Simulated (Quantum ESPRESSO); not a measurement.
KBr under changes of volume

One of the cells (35.937 Å³/atom); the others are scaled copies at fixed shape and fractional positions:

```
Br K
1.0
     0.00000    3.30000    3.30000
     3.30000    0.00000    3.30000
     3.30000    3.30000    0.00000
Br K
1 1
Direct
  0.50000 0.50000 0.50000
  0.00000 0.00000 0.00000
```

* Program: Quantum ESPRESSO 7.5
* Functional: r2SCAN
* Potentials or basis: SG15 PBE 1.2
* Cutoff: 952 eV
* Density cutoff: 3810 eV
* k mesh: 5 × 5 × 5
* Occupations: fermi-dirac, width 0.05 eV
* Spin: no spin polarisation

| volume (Å³/atom) | energy over the lowest point (meV/atom) | pressure (GPa) | gap on the mesh (eV) |
| --- | --- | --- | --- |
| 33.781 | 8.54 | 1.2 | 5.14 |
| 34.500 | ? | ? | ? |
| 35.218 | 1.13 | 0.4 | 5.02 |
| 35.937 | 0.00 | 0.1 | 4.96 |
| 36.656 | 0.32 | -0.2 | 4.91 |
| 37.374 | 1.94 | -0.5 | 4.86 |
| 38.093 | 4.71 | -0.7 | 4.81 |

Task: What does the run at 34.500 Å³/atom give?

Result: Energy over the lowest point 3.91 meV/atom; pressure 0.8 GPa; gap on the mesh 5.08 eV.

Worked out: A Birch-Murnaghan fit of order 3 (a polynomial in V^(-2/3)) to the other rows has its minimum at 36.12 Å³/atom with B0 = V·E''(V) = 15.8 GPa and B' = 5.0. It gives 3.91 meV/atom at 34.500 Å³/atom, against the run's 3.91, and -dE/dV = 0.8 GPa, against 0.8. A straight line through the other rows of the gap, of slope -2.74 eV per unit of ln V (its deformation potential), gives 5.08 eV, against the run's 5.08.

Energies are extrapolated to zero smearing.

Caveats: the potentials were made for another functional, which shifts forces and pressure.

Spin-orbit coupling on Br is left out.
